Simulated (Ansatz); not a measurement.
## AgCl (zincblende): the band gap by level of theory

All numbers come from Ansatz 0.2.0. Values at 0 K without nuclear motion; no magnetic order is allowed, and the phase may be a hypothetical one.

Structure: AgCl (zincblende), at its r2SCAN minimum. Space group F-43m (No. 216), cubic; a = 5.987 Å in the conventional setting, 26.82 Å³ an atom. Ag is surrounded by 4 Cl at 2.59 Å; Cl is surrounded by 4 Ag at 2.59 Å.

Relaxed lattice by functional, symmetry kept:
```tsv
functional	k mesh	a (Å)	volume (Å³/atom)
PBE	8×8×8	6.059	27.80
r2SCAN	6×6×6	5.987	26.82
PBEsol	6×6×6	5.887	25.50
LDA	6×6×6	5.775	24.07
HSE06	4×4×4	6.054	27.74
```

Gaps on the r2SCAN cell, each the least over its mesh and the special points:

| level | k mesh | gap (eV) | kind | edges | least direct gap (eV) | rough cost |
| --- | --- | --- | --- | --- | --- | --- |
| LDA | 8×8×8 | 0.94 | direct | Γ | 0.94 | 4 core-seconds |
| PBE | 8×8×8 | 1.25 | direct | Γ | 1.25 | 5 core-seconds |
| PBE+SOC | 8×8×8 | 1.15 | direct | Γ | 1.15 | 17 core-seconds |
| r2SCAN | 8×8×8 | 1.65 | direct | Γ | 1.65 | 9 core-seconds |
| HSE06 | 6×6×6 | 2.71 | direct | Γ | 2.71 | 110 core-seconds |
| HSE06+SOC | 4×4×4 | 2.63 | direct | Γ | 2.63 | 2.6 core-minutes |
| DDH-PBE0 | 6×6×6 | 3.50 | direct | Γ | 3.50 | 2.1 core-minutes |
| PBE0 | 6×6×6 | 3.43 | direct | Γ | 3.43 | 110 core-seconds |
| r2SCAN0 | 6×6×6 | 3.66 | direct | Γ | 3.66 | 2.2 core-minutes |
| Hartree-Fock | 6×6×6 | 10.12 | direct | Γ | 10.12 | 2.2 core-minutes |

PBE, PBE+SOC: smearing of 0.02 eV; the others have fixed occupations.
Wave cutoffs: 420 eV, 500 eV (r2SCAN, r2SCAN0).
Costs come from shared machines and give only the order; PBE's includes the band path. The runs had 2 threads of Arm Neoverse V1 (shared host).

The HSE06 gap is direct at Γ: 2.71 eV. Spin-orbit coupling changes the PBE gap by -0.099 eV, to 1.15 eV; at Γ the threefold valence level splits into a fourfold and a twofold level 0.12 eV apart, the twofold one on top.

r2SCAN covers 27 % of the step from PBE to HSE06, while HSE06 needs about 12 times r2SCAN's rough cost (on a coarser mesh). Among these functionals the gap stays direct.

r2SCAN (ground state on 6×6×6): ε∞: 3.51 in all directions. Born charges, averaged over directions: Ag +1.21, Cl -1.21 e. PBE (ground state on 6×6×6): ε∞: 3.87 in all directions. Born charges, averaged over directions: Ag +1.25, Cl -1.25 e.

On the PBEsol cell (a = 5.887 Å), with PBEsol: The optical mode at Γ lies at 142 cm⁻¹ without the longitudinal term. With the long-range field the highest mode reaches 182 cm⁻¹. By the program's warning the force constants, and with them frequencies and ε⁰, aren't converged on this mesh. ε∞: 4.23 in all directions. With the ions relaxed, ε⁰ is 6.9 in all directions. Born charges, averaged over directions: Ag +1.23, Cl -1.23 e.

Only the levels marked +SOC include spin-orbit coupling.
